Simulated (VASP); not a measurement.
# PbS in VASP: further runs

The runs below take PbS through single point, with PBE+D3(BJ).

Program: VASP 6.6.1. These are calculated values, not measurements. Logs are shortened: lines on timing, memory, paths and dates and some standing lists are left out, and cuts for length are marked.

## 1. The structure

The cell holds a slab with vacuum, 4 atoms: a = 4.203 Å, b = 4.203 Å, c = 22.267 Å, α = 93.81°, β = 93.81°, γ = 90.00°.

## 2. Single point, PBE+D3(BJ)

Input file INCAR:

```
SYSTEM = PbS
PREC = Accurate
ENCUT = 520
EDIFF = 1E-6
ISMEAR = 0
SIGMA = 0.02
LREAL = .False.
LASPH = .True.
NELM = 100
ALGO = Fast
ISIF = 2
LWAVE = .False.
LCHARG = .True.
GGA = PE
IVDW = 12
LELF = .True.
LVHAR = .True.
NBANDS = 28
```

Input file KPOINTS:

```
Automatic mesh
0
Gamma
  6 6 2
  0 0 0
```

Input file POSCAR:

```
PbS
1.0
    2.9722826248     -2.9723088940     -0.0000119400
    2.9722826248      2.9723088940     -0.0000119400
   -2.0910017850      0.0000000000     22.1688341228
Pb S
2 2
Direct
    0.7374882601      0.7173191078      0.9356911110
    0.2826808922      0.2625117399      0.0643088890
    0.2402462988      0.2198154511      0.9432294211
    0.7801845489      0.7597537012      0.0567705789
```

Potentials or basis: VASP PAW PBE potentials, release 64 (Pb_d, S).

Command:

```bash
$ cat potpaw_PBE.64/Pb_d/POTCAR potpaw_PBE.64/S/POTCAR > POTCAR
$ mpirun -np 1 vasp_std > vasp.out
```

OUTCAR:

```text
SYSTEM = PbS
   PREC = Accurate
   ENCUT = 520
   EDIFF = 1E-6
   ISMEAR = 0
   LREAL = .False.
   LASPH = .True.
   NELM = 100
   ISIF = 2
   GGA = PE
   IVDW = 12
 IVDW          = 12

 ion  position               nearest neighbor table
   1  0.737  0.717  0.936-   4 2.68   3 2.98   3 2.98   3 2.98   3 2.98   2 4.12   2 4.12   2 4.12
                             2 4.12
   2  0.283  0.263  0.064-   3 2.68   4 2.98   4 2.98   4 2.98   4 2.98   1 4.12   1 4.12   1 4.12
                             1 4.12
   3  0.240  0.220  0.943-   2 2.68   1 2.98   1 2.98   1 2.98   1 2.98
   4  0.780  0.760  0.057-   1 2.68   2 2.98   2 2.98   2 2.98   2 2.98

  LATTYP: Found a base centered monoclinic cell.
 ALAT       =     5.9445652496
 B/A-ratio  =     1.0000088380
 C/A-ratio  =     3.7458128952
 COS(beta)  =    -0.0939088929

  Lattice vectors:

 A1 = (   2.9722826248,  -2.9723088940,  -0.0000119400)
 A2 = (   2.9722826248,   2.9723088940,  -0.0000119400)
 A3 = (  -2.0910017850,   0.0000000000,  22.1688341228)

Analysis of symmetry for initial positions (statically):
=====================================================================
 Subroutine PRICEL returns:
 Original cell was already a primitive cell.

 Routine SETGRP: Setting up the symmetry group for a
 base centered monoclinic supercell.

 Subroutine GETGRP returns: Found  2 space group operations
 (whereof  2 operations were pure point group operations)
 out of a pool of  4 trial point group operations.

The static configuration has the point symmetry C_2 .

Analysis of symmetry for dynamics (positions and initial velocities):
=====================================================================
 Subroutine PRICEL returns:
 Original cell was already a primitive cell.

 Routine SETGRP: Setting up the symmetry group for a
 base centered monoclinic supercell.

 Subroutine GETGRP returns: Found  2 space group operations
 (whereof  2 operations were pure point group operations)
 out of a pool of  4 trial point group operations.

The dynamic configuration has the point symmetry C_2 .

 Subroutine INISYM returns: Found  2 space group operations
 (whereof  2 operations are pure point group operations),
 and found     1 'primitive' translations

----------------------------------------------------------------------------------------

                                     Primitive cell

  volume of cell :     391.7028

  direct lattice vectors                    reciprocal lattice vectors
     2.972282625 -2.972308894 -0.000011940     0.168220944 -0.168219394  0.015866883
     2.972282625  2.972308894 -0.000011940     0.168220944  0.168219394  0.015866883
    -2.091001785  0.000000000 22.168834123     0.000000181  0.000000000  0.045108388

  length of vectors
     4.203460974  4.203460974 22.267229168     0.238427785  0.238427785  0.045108388

  position of ions in fractional coordinates (direct lattice)
     0.737488260  0.717319108  0.935691111
     0.282680892  0.262511740  0.064308889
     0.240246299  0.219815451  0.943229421
     0.780184549  0.759753701  0.056770579

  ion indices of the primitive-cell ions
   primitive index   ion index
                 1           1
                 2           2
                 3           3
                 4           4

----------------------------------------------------------------------------------------

 KPOINTS: Automatic mesh

Automatic generation of k-mesh.
 Grid dimensions read from file:
 generate k-points for:    6    6    2

 Generating k-lattice:

  Cartesian coordinates                     Fractional coordinates (reciprocal lattice)
     0.028036824 -0.028036566  0.002644480     0.166666667  0.000000000 -0.000000000
     0.028036824  0.028036566  0.002644480     0.000000000  0.166666667 -0.000000000
     0.000000091  0.000000000  0.022554194     0.000000000  0.000000000  0.500000000

  Length of vectors
     0.039737964  0.039737964  0.022554194

  Shift w.r.t. Gamma in fractional coordinates (k-lattice)
     0.000000000  0.000000000  0.000000000

 Subroutine IBZKPT returns following result:
 ===========================================

 Found     26 irreducible k-points:

 Following reciprocal coordinates:
            Coordinates               Weight
  0.000000  0.000000  0.000000      1.000000
  0.166667  0.000000 -0.000000      4.000000
  0.333333  0.000000  0.000000      4.000000
  0.500000 -0.000000  0.000000      2.000000
  0.166667  0.166667  0.000000      2.000000
  0.333333  0.166667  0.000000      4.000000
[... 16 lines left out ...]
  0.333333  0.333333  0.500000      2.000000
  0.500000  0.333333  0.500000      4.000000
 [... further k-points ...]
   k-points           NKPTS =     26   k-points in BZ     NKDIM =     26   number of bands    NBANDS=     28
   number of dos      NEDOS =    301   number of ions     NIONS =      4
   total plane-waves  NPLWV = 172032
   dimension x,y,z NGX =    32 NGY =   32 NGZ =  168
   dimension x,y,z NGXF=    64 NGYF=   64 NGZF=  336
   ions per type =               2   2
   NGX,Y,Z   is equivalent  to a cutoff of  12.66, 12.66, 12.54 a.u.
   NGXF,Y,Z  is equivalent  to a cutoff of  25.31, 25.31, 25.09 a.u.
 SYSTEM =  PbS
   PREC   = accura    normal or accurate (medium, high low for compatibility)
   ISTART =      0    job   : 0-new  1-cont  2-samecut
   ICHARG =      2    charge: 1-file 2-atom 10-const
   ISPIN  =      1    spin polarized calculation?
   LNONCOLLINEAR =      F non collinear calculations
   LSORBIT =      F    spin-orbit coupling
   LASPH  =      T    aspherical Exc in radial PAW
   ENCUT  =  520.0 eV  38.22 Ry    6.18 a.u.   7.82  7.82 41.40*2*pi/ulx,y,z
   NELM   =    100;   NELMIN=  2; NELMDL= -5     # of ELM steps
   EDIFF  = 0.1E-05   stopping-criterion for ELM
   LREAL  =      F    real-space projection
   EDIFFG = 0.1E-04   stopping-criterion for IOM
   NSW    =      0    number of steps for IOM
   IBRION =     -1    ionic relax: 0-MD 1-quasi-New 2-CG
   NFREE  =      0    steps in history (QN), initial steepest desc. (CG)
   ISIF   =      2    stress and relaxation
   ISYM   =      2    0-nonsym 1-usesym 2-fastsym
   POTIM  = 0.5000    time-step for ionic-motion
   TEBEG  =    0.0;   TEEND  =   0.0 temperature during run
   PSTRESS=    0.0 pullay stress
   NELECT =      40.0000    total number of electrons
   NUPDOWN=      -1.0000    fix difference up-down
   EMIN   =  10.00;   EMAX   =-10.00  energy-range for DOS
   EFERMI =   0.00;   METHOD = LEGACY
   ISMEAR =     0;   SIGMA  =   0.02  broadening in eV -4-tet -1-fermi 0-gaus
   EFERMI_NEDOS =   21; number of points for ismear=-14 and -15
   IALGO  =     68    algorithm
   IMIX   =      4    mixing-type and parameters
     AMIX     =   0.40;   BMIX     =  1.00
     AMIX_MAG =   1.60;   BMIX_MAG =  1.00
  volume/ion in A,a.u.               =      97.93       660.84
  Fermi-wavevector in a.u.,A,eV,Ry     =   0.765202  1.446022  7.966669  0.585534
  Thomas-Fermi vector in A             =   1.865271
   LORBIT       =      0    0 simple, 1 ext, 2 COOP (PROOUT), +10 PAW based schemes
   GGA     = PE    functional components
   LHFCALC =     F    Hartree Fock is set to
   AEXX    =    0.0000 exact exchange contribution
   IVDW    =    12    specifies the selected vdW correction
   LEPSILON=     F    determine dielectric tensor
   LRPA    =     F    only Hartree local field effects (RPA)
 non-spin polarized calculation
 RMM-DIIS sequential band-by-band and
 Gauss-broadening in eV      SIGMA  =   0.02
  energy-cutoff  :      520.00
  volume of cell :      391.70
 maximum number of plane-waves:     10586
   NGX = 15   NGY = 15   NGZ = 83

 number of electron      39.9999999 magnetization

 Free energy of the ion-electron system (eV)
  ---------------------------------------------------
  ext. energy  EPLUGINS =         0.00000000
  ---------------------------------------------------
  free energy    TOTEN  =       -17.29687636 eV

  energy without entropy =      -17.29687636  energy(sigma->0) =      -17.29687636

 E-fermi :  -1.9358     XC(G=0):  -3.0816

 val. band max:       -2.0591421628   @ k =   0.3333   0.0000   0.0000
 cond. band min:      -0.0004884467   @ k =   0.0000   0.0000   0.5000
 fundamental gap:      2.0586537161
 Fermi energy:        -1.9358134585

 k-point     1 :       0.0000    0.0000    0.0000
  band No.  band energies     occupation
      1     -18.2135      2.00000
      2     -18.1083      2.00000
      3     -18.0913      2.00000
      4     -18.0882      2.00000
      5     -18.0664      2.00000
      6     -18.0655      2.00000
[... 20 lines left out ...]
     27       3.4461      0.00000
     28       3.6403      0.00000

 k-point     2 :       0.1667    0.0000   -0.0000
  band No.  band energies     occupation
      1     -18.1974      2.00000
      2     -18.0994      2.00000
      3     -18.0920      2.00000
      4     -18.0809      2.00000
      5     -18.0741      2.00000
      6     -18.0707      2.00000
[... 20 lines left out ...]
     27       3.0420      0.00000
     28       3.5977      0.00000

 k-point     3 :       0.3333    0.0000    0.0000
  band No.  band energies     occupation
      1     -18.1617      2.00000
      2     -18.1034      2.00000
      3     -18.0879      2.00000
      4     -18.0846      2.00000
      5     -18.0828      2.00000
      6     -18.0682      2.00000
[... 20 lines left out ...]
     27       3.3137      0.00000
     28       3.5804      0.00000

 k-point     4 :       0.5000   -0.0000    0.0000
  band No.  band energies     occupation
      1     -18.1270      2.00000
      2     -18.1270      2.00000
      3     -18.0933      2.00000
      4     -18.0933      2.00000
      5     -18.0726      2.00000
      6     -18.0726      2.00000
[... 20 lines left out ...]
     27       4.0632      0.00000
     28       4.0748      0.00000

 k-point     5 :       0.1667    0.1667    0.0000
  band No.  band energies     occupation
      1     -18.1871      2.00000
      2     -18.0953      2.00000
      3     -18.0911      2.00000
      4     -18.0789      2.00000
      5     -18.0767      2.00000
      6     -18.0725      2.00000
[... 20 lines left out ...]
     27       3.2562      0.00000
     28       3.2768      0.00000

 k-point     6 :       0.3333    0.1667    0.0000
  band No.  band energies     occupation
      1     -18.1665      2.00000
      2     -18.1208      2.00000
      3     -18.0843      2.00000
      4     -18.0837      2.00000
      5     -18.0789      2.00000
      6     -18.0642      2.00000
[... 463 lines left out ...]
      5     -18.0789      2.00000
      6     -18.0642      2.00000
[... 20 lines left out ...]
     27       3.5773      0.00000
     28       3.6508      0.00000

 k-point    22 :      -0.1667    0.1667    0.5000
  band No.  band energies     occupation
      1     -18.1871      2.00000
      2     -18.0953      2.00000
      3     -18.0911      2.00000
      4     -18.0789      2.00000
      5     -18.0766      2.00000
      6     -18.0725      2.00000
[... 20 lines left out ...]
     27       3.2769      0.00000
     28       3.3648      0.00000

 k-point    23 :       0.3333    0.3333    0.5000
  band No.  band energies     occupation
      1     -18.1826      2.00000
      2     -18.1611      2.00000
      3     -18.0822      2.00000
      4     -18.0818      2.00000
      5     -18.0733      2.00000
      6     -18.0570      2.00000
[... 20 lines left out ...]
     27       4.0925      0.00000
     28       4.2489      0.00000

 k-point    24 :       0.5000    0.3333    0.5000
  band No.  band energies     occupation
      1     -18.1867      2.00000
      2     -18.1867      2.00000
      3     -18.0842      2.00000
      4     -18.0842      2.00000
      5     -18.0649      2.00000
      6     -18.0649      2.00000
[... 20 lines left out ...]
     27       4.2288      0.00000
     28       4.2290      0.00000

 [... further k-points ...]

------------------------ aborting loop because EDIFF is reached ----------------------------------------

 Edisp (eV)   -0.91129

 E8    (eV) :    -0.4319

  FORCE on cell =-STRESS in cart. coord.  units (eV):
  Direction    XX          YY          ZZ          XY          YZ          ZX
  --------------------------------------------------------------------------------------
  -------------------------------------------------------------------------------------
  Total      -0.03755    -0.03819    -0.06260     0.00000     0.00000     0.00010
  in kB      -0.15358    -0.15622    -0.25603     0.00000     0.00000     0.00039
  external pressure =       -0.19 kB  Pullay stress =        0.00 kB

 VOLUME and BASIS-vectors are now :
 -----------------------------------------------------------------------------
  energy-cutoff  :      520.00
  volume of cell :      391.70
      direct lattice vectors                 reciprocal lattice vectors
     2.972282625 -2.972308894 -0.000011940     0.168220944 -0.168219394  0.015866883
     2.972282625  2.972308894 -0.000011940     0.168220944  0.168219394  0.015866883
    -2.091001785  0.000000000 22.168834123     0.000000181  0.000000000  0.045108388

 POSITION                                       TOTAL-FORCE (eV/Angst)
 -----------------------------------------------------------------------------------
      2.36757     -0.05995     20.74316        -0.000053     -0.000462      0.006590
      1.48600     -0.05995      1.42565         0.000053     -0.000462     -0.006590
     -0.60486     -0.06073     20.91029        -0.000065      0.000462     -0.002132
      4.45842     -0.06073      1.25852         0.000065      0.000462      0.002132
 -----------------------------------------------------------------------------------
    total drift:                                0.000000     -0.000437     -0.000000

  FREE ENERGIE OF THE ION-ELECTRON SYSTEM (eV)
  ---------------------------------------------------
  free  energy   TOTEN  =       -18.2081631344 eV

  energy  without entropy=      -18.2081631344  energy(sigma->0) =      -18.20816313
```

It took 4.9 min on 1 thread of Intel Xeon Platinum 8375C at 2.90GHz (Ice Lake), shared host; peak memory 0.58 GiB.

Results:

```yaml
Free_energy: -18.2082 eV
Largest_force: 0.007 eV/Å
Band_gap_on_the_k_mesh: 2.06 eV, indirect (least direct gap 2.13 eV)
Dispersion_energy_per_atom: -0.228 eV
```

Forces in eV/Å, atoms in the order of the input:
```
Pb   0.000  0.000  0.007
Pb   0.000  0.000 -0.007
S    0.000  0.000 -0.002
S    0.000  0.000  0.002
```

Levels at points of the mesh, in eV from the valence-band top:
```
           k point  band 16  band 17  band 18  band 19  band 20  band 21  band 22  band 23  band 24  band 25
(0.00, 0.00, 0.00)    -2.41    -2.41    -1.32    -1.32    -0.13     2.06     4.00     4.78     4.87     5.04
(0.50, 0.00, 0.00)    -1.71    -0.94    -0.94    -0.03    -0.03     2.10     2.10     3.15     3.15     3.56
(0.50, 0.50, 0.00)    -4.08    -2.70    -2.70    -1.33    -1.33     4.22     4.22     5.29     5.29     5.63
(0.00, 0.00, 0.50)    -2.41    -2.41    -1.32    -1.32    -0.13     2.06     4.02     4.58     5.04     5.32
(0.50, 0.00, 0.50)    -1.71    -0.94    -0.94    -0.03    -0.03     2.10     2.10     3.15     3.15     3.56
(0.50, 0.50, 0.50)    -4.08    -2.70    -2.70    -1.33    -1.33     4.22     4.22     5.29     5.29     5.63
```

Caveat: spin-orbit coupling is left out, which as a rule narrows the gap of such compounds by several tenths of an eV.

(Part 1 of 2 ends here.)
